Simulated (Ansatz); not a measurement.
# What CsPbCl3 (model cell, started as cubic perovskite with Pb in the octahedra) distorts into, part 2 of 2

Which phase does CsPbCl3 (model cell, started as cubic perovskite with Pb in the octahedra) fall into along its unstable mode, and how much energy does it gain?

Ansatz 0.2.0; DFT PBE, scalar-relativistic, plane waves, PAW; PAW set soft_1.

So far. Step 5 (Energy along the mode, all amplitudes (two of the runs …): The lowest of the steps tried is the last one, at 0.6 Å, 8.05 meV/atom below the parent; the bottom of the well need not coincide with a step. Step 7 (The new phase in its own primitive cell): The largest force component left is 0.47 meV/Å and the pressure is -0.003 GPa, within the tolerances set. The cell now holds 36.80 Å³/atom. The relaxed cell has a = 7.967, c = 11.595 Å (conventional setting).

**8. Modes of the new phase, k-mesh 6×6×6**

A relaxed structure may still be a saddle point, so its zone-centre modes are computed. The response to a homogeneous field gives the Born charges and the dielectric tensor.

The input, input.yaml:

```yaml
crystal:
  lattice:
    - [-3.9836070604, 3.9836070604, 5.797659647]
    - [3.9836070604, -3.9836070604, 5.797659647]
    - [3.9836070604, 3.9836070604, -5.797659647]
  atoms:
    - { symbol: Cs, position: [0.75, 0.25, 0.5] }
    - { symbol: Cs, position: [0.25, 0.75, 0.5] }
    - { symbol: Pb, position: [0.0, 0.0, 0.0] }
    - { symbol: Pb, position: [0.5, 0.5, 0.0] }
    - { symbol: Cl, position: [0.8088593284, 0.3088593284, 0.1177186568] }
    - { symbol: Cl, position: [0.1911406716, 0.6911406716, 0.8822813432] }
    - { symbol: Cl, position: [0.75, 0.75, 0.0] }
    - { symbol: Cl, position: [0.25, 0.25, 0.0] }
    - { symbol: Cl, position: [0.3088593284, 0.1911406716, 0.5] }
    - { symbol: Cl, position: [0.6911406716, 0.8088593284, 0.5] }
kpoints:
  mp_grid: { grid: [6, 6, 6] }
hamiltonian:
  xc: pbe
  pseudopotentials: { kind: paw, azcp: { folder: soft_1 } }
scf:
  occupations: { method: fixed }
output:
  eigenvalues: true
phonons:
  method: dfpt
  dielectric: true
  rigid_motions: translations
```

On the command line:

```
$ ansatz run input.yaml --threads 8 --pin off --max-ram 16384MiB --backend cpu --events-out ev --progress --plain --runs-dir out
```

Elapsed: 9.2 min, on 8 threads of Arm Neoverse V1, shared host; peak memory 9 GiB.

This step gave:

```
sum-rule residual before enforcement                    : 5.96e-5 eV/Å²
miss of the charge sum rule                             : 0.02284 e
estimated error of the dielectric tensor                : 0.01147
estimated error of the Born charges                     : 0.02028 e
point group                                             : 4/mmm
highest optical mode at the zone centre (no LO-TO term) : 233.8 cm⁻¹
lowest optical zone-centre mode                         : -15.6 cm⁻¹
mean high-frequency dielectric constant                 : 3.624
largest Born charge (third of the trace)                : 3.731 e
top of the zone-centre spectrum with the field          : 233.8 cm⁻¹
```

Without the LO-TO term. Patterns of degenerate modes are one choice out of their space. Modes at Γ, with each element's share of the kinetic energy (negative means imaginary):

```
mode  frequency (cm⁻¹)  symmetry  Cs %  Pb %  Cl %
   1             -15.6        Eg    33     0    67
   2             -15.6        Eg    33     0    67
   3               0.0  acoustic    30    46    24
   4               0.0  acoustic    30    46    24
   5               0.0  acoustic    30    46    24
   6              28.5        Eu    61    14    24
   7              28.5        Eu    61    14    24
   8              41.6        Eg    67     0    33
   9              41.6        Eg    67     0    33
  10              46.2       A2u    61    38     2
  11              46.6       B2g   100     0     0
  12              52.6        Eu     9    13    78
  13              52.6        Eu     9    13    78
  14              60.9        Eu     0    44    55
  15              60.9        Eu     0    44    55
  16              70.8       A1g     0     0   100
  17              72.2       B1u     0     0   100
  18              75.4       A2u    10    13    78
  19              87.0       A1u     0   100     0
  20              91.8        Eg     0     0   100
  21              91.8        Eg     0     0   100
  22              92.1       A2u     0     3    97
  23              92.2        Eu     0    24    76
  24              92.2        Eu     0    24    76
  25              95.7        Eu     0    58    42
  26              95.7        Eu     0    58    42
  27             103.4       B2g     0     0   100
  28             181.2       A2g     0     0   100
  29             181.6       B1g     0     0   100
  30             233.8       A2g     0     0   100
```

Displacements in mode 1 (-15.6 cm⁻¹), the largest set to 1:
```
Cs1  0.01 -0.45  0.00
Cs2 -0.01  0.45  0.00
Pb3  0.00  0.00  0.00
Pb4  0.00  0.00  0.00
Cl5  0.00  0.00  0.50
Cl6  0.00  0.00 -0.50
Cl7 -0.02 -1.00  0.00
Cl8  0.02  1.00  0.00
Cl9  0.00  0.00 -0.52
Cl10 0.00  0.00  0.52
```

Displacements in mode 20 (91.8 cm⁻¹), the largest set to 1:
```
Cs1  0.00 -0.02  0.00
Cs2  0.00  0.02  0.00
Pb3  0.00  0.00  0.00
Pb4  0.00  0.00  0.00
Cl5  0.00  0.00  0.97
Cl6  0.00  0.00 -0.97
Cl7 -0.03  1.00  0.00
Cl8  0.03 -1.00  0.00
Cl9  0.00  0.00 -0.91
Cl10 0.00  0.00  0.91
```

Optical modes at the zone centre, without and with the macroscopic field of the longitudinal modes; each column is sorted by frequency, so a row need not hold one and the same mode. Modes with and without the field, by row:

```
rank among optical modes  no field (cm⁻¹)  q along (1, 0, 0) (cm⁻¹)  q along (0, 0, 1) (cm⁻¹)
                       1            -15.6                     -15.6                     -15.6
                       2            -15.6                     -15.6                     -15.6
                       3             28.5                      28.5                      28.5
                       4             28.5                      31.6                      28.5
                       5             41.6                      41.6                      41.6
                       6             41.6                      41.6                      41.6
                       7             46.2                      46.2                      46.2
                       8             46.6                      46.6                      46.6
                       9             52.6                      52.6                      52.6
                      10             52.6                        53                      52.6
                      11             60.9                      60.9                      60.9
                      12             60.9                      68.6                      60.9
                      13             70.8                      70.8                      70.8
                      14             72.2                      72.2                      72.2
                      15             75.4                      75.4                      82.6
                      16               87                        87                        87
                      17             91.8                      91.8                      91.8
                      18             91.8                      91.8                      91.8
                      19             92.1                      92.1                      92.2
                      20             92.2                      92.2                      92.2
                      21             92.2                      93.6                      95.7
                      22             95.7                      95.7                      95.7
                      23             95.7                     103.4                     103.4
                      24            103.4                     181.2                     181.2
                      25            181.2                     181.6                     181.6
                      26            181.6                       201                     204.8
                      27            233.8                     233.8                     233.8
```

Born charge (rows field, columns displacement) (e), principal values of the symmetric part by kind of site:

```
atom  atoms with these values    low  middle   high   mean
 Cs1                        2   1.25    1.25   1.40   1.30
 Pb3                        2   3.70    3.70   3.79   3.73
 Cl5                        4  -3.38   -0.80  -0.79  -1.66
 Cl7                        2  -3.61   -0.77  -0.77  -1.71
```

In full for Cl5:

```
-2.09  1.29  0.00
 1.29 -2.09  0.00
 0.00  0.00 -0.79
```

High-frequency dielectric tensor:

```
3.56 0.00 0.00
0.00 3.56 0.00
0.00 0.00 3.76
```

Transverse modes; imaginary modes are left out. Lines of the infrared spectrum (strongest = 100):

```
position (cm⁻¹)  lines merged  relative intensity
             28             1                 6.2
             42             1                 0.0
             46             1                 0.0
             47             1                 0.0
             53             1                 2.1
             61             1                  31
             71             1                 0.0
             72             1                 0.0
             75             1                  38
             87             1                 0.0
             92             3                 100
             96             1                  72
            103             1                 0.0
            181             1                 0.0
            182             1                 0.0
            234             1                 0.0
```

Before it was imposed, the acoustic sum rule was missed by 6.0e-5 eV/Å² and the charge sum rule by 0.023 e. Small misses are needed for a sound result but don't prove that mesh and cutoff are converged. The lowest optical mode is imaginary, 15.6i cm⁻¹, so the energy falls along it.

**9. Summary of results**

```yaml
unstable_mode_of_the_parent: q = (-0.5, -0.5, -0.5), 44i cm⁻¹
depth_at_the_lowest_point_sampled: 8.05 meV/atom
largest_atomic_shift_at_that_point: 0.6 Å
space_group_reached_within_0p01_a: I4/mcm
energy_gained_over_the_parent_first_relaxation_on_the_mesh_of_the_frozen_mode: 10.8 meV/atom
volume_per_atom_phase_reached: 36.8 Å³
gap_on_the_k_mesh_phase_reached: 2.40 eV
lowest_optical_zone_centre_mode_phase_reached: -15.6 cm⁻¹
highest_optical_mode_at_the_zone_centre_no_lo_to_term_phase_reached: 234 cm⁻¹
```

**Reading.** Along this mode the structure falls into I4/mcm, 10.8 meV/atom below the parent. At the parent's cell the well is 8.047 meV/atom deep on the steps tried, with its lowest point at a shift of 0.6 Å. That is the last step tried, so the steps alone don't bracket the bottom of the well. Relaxing atoms and cell changes the gain by +2.75 meV/atom against the lowest step (energies at zero smearing). The new phase still has an imaginary mode at the zone centre of its cell, so it is a saddle point on the way to a lower structure. Of the 4 patterns followed to their end from this parent, this one reaches the lowest energy. Another end point lies within 1 meV/atom; how such a difference moves with mesh and cutoff was not tested. Each path keeps the symmetry of its pattern, so a lower phase may lie along a pattern not tried. Spin-orbit coupling is left out, which can matter for the heavy elements here. The starting cell was built on a prototype and not taken from a measurement, so the phase need not exist.

[Logs are printed without paths, hosts, clocks, repeated set-up lines and the standing remarks that a program may print on its own settings, such as how far it seeks lower states.]

[Hosts, paths, dates, database ids (printed as entryN), source tags and the programs' standing remarks are cut or masked in the printed files.]
